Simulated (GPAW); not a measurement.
HfB2:

```
Hf B
1.0
     3.14000    0.00000    0.00000
    -1.57000    2.71932    0.00000
     0.00000    0.00000    3.48000
Hf B
1 2
Direct
  0.00000 0.00000 0.00000
  0.66667 0.33333 0.50000
  0.33333 0.66667 0.50000
```

```yaml
Program: GPAW 26.7.0
Task: single point
Functional: PBE
Potentials_or_basis: GPAW PAW data sets (gpaw-data 1.2.1)
Cutoff: 800 eV
Basis: pw
k_mesh: 10 × 10 × 8
Occupations: fermi-dirac, width 0.05 eV
Spin: no spin polarisation
```

On this cell: pressure 2.1 GPa; largest force under 0.003 eV/Å; band gap on the k mesh none (metal or under the smearing width).

The same run follows on a disturbed copy (atoms moved at random, drawn with an rms of 0.05 Å):

```
Hf B
1.0
     3.14000    0.00000    0.00000
    -1.57000    2.71932    0.00000
     0.00000    0.00000    3.48000
Hf B
1 2
Direct
  0.00407 0.99622 0.99703
  0.67352 0.34355 0.49131
  0.31739 0.67513 0.48455
```

Q: What does the disturbed cell give?

A: The energy (extrapolated to zero smearing) moves by +22.2 meV/atom; pressure 3.0 GPa; largest force 1.338 eV/Å; band gap on the k mesh none (metal or under the smearing width).

Forces in eV/Å, atoms in the order of the input:
```
Hf  -0.688  0.531 -0.506
B   -0.584 -0.401  0.111
B    1.272 -0.129  0.395
```

Stress tensor (GPa, compression positive):
```
 2.94 -0.48  0.50
-0.48  2.48 -0.33
 0.50 -0.33  3.44
```
